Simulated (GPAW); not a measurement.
The system is ZrO2.

```
Zr O
1.0
     0.00000    2.54507    2.54507
     2.54507    0.00000    2.54507
     2.54507    2.54507    0.00000
Zr O
1 2
Direct
  0.00000 0.00000 0.00000
  0.75000 0.75000 0.75000
  0.25000 0.25000 0.25000
```

Measurements of this composition are mostly on another form, of space group No. 14.

Base run:

| Item | Value |
| --- | --- |
| Program | GPAW 26.7.0 |
| Functional | GLLB-SC |
| Potentials or basis | the program's PAW data sets (release 1.2.1) made for this functional |
| Cutoff | 800 eV |
| Basis | pw |
| k mesh | 9 × 9 × 9 |
| Occupations | fermi-dirac, width 0.05 eV |
| Spin | no spin polarisation |

Its results: band gap on the k mesh with the derivative discontinuity 6.35 eV.

Problem. After a change of settings the same cell gave: band gap on the k mesh 3.30 eV, indirect (least direct gap 3.79 eV). Which change was it?
A. functional from GLLB-SC to BLYP; potentials or basis from the program's PAW data sets (release 1.2.1) made for this functional to PAW data sets generated in the run's folder for this functional
B. functional from GLLB-SC to LDA
C. functional from GLLB-SC to TPSS; potentials or basis from the program's PAW data sets (release 1.2.1) made for this functional to GPAW PAW data sets (gpaw-data 1.2.1)
D. functional from GLLB-SC to vdW-DF2; potentials or basis from the program's PAW data sets (release 1.2.1) made for this functional to GPAW PAW data sets (gpaw-data 1.2.1)

Solution. B.

Caveats: the GLLB-SC gap is the Kohn-Sham gap of the path plus the derivative discontinuity (some runs); a model potential gives levels but no total energy (some runs); an odd mesh through Γ misses points on the zone boundary, where band edges often lie (some runs).
